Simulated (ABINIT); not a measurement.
The system is Sb.

```
Sb
1.0
     2.15420    1.24373    3.75800
    -2.15420    1.24373    3.75800
     0.00000   -2.48746    3.75800
Sb
2
Direct
  0.76651 0.76651 0.76651
  0.23349 0.23349 0.23349
```

Program: ABINIT 10.8.3 (patched build). Alike in all runs: task single point; no spin polarisation; cell as given; cutoff (eV) 408; smearing fermi-dirac 0.05 eV.

**Question.** Order these runs on this cell by their band gap on the k mesh, lowest first.
A. level PBEsol; potentials or basis JTH PAW PBE v2.0; k mesh 3 × 3 × 3; mesh quality coarse
B. level LDA; potentials or basis JTH PAW LDA v2.0; k mesh 5 × 5 × 5; mesh quality not flagged
C. level PBEsol; potentials or basis JTH PAW PBE v2.0; k mesh 10 × 10 × 10; mesh quality not flagged

**Answer.** C (metal), B (0.39 eV), A (1.30 eV).

Caveats: some runs use coarse meshes; spin-orbit coupling is left out, which moves the levels of the heavy elements (some runs); an odd mesh through Γ misses points on the zone boundary, where band edges often lie (some runs).

A k mesh can miss the band edges, odd and even meshes differently.
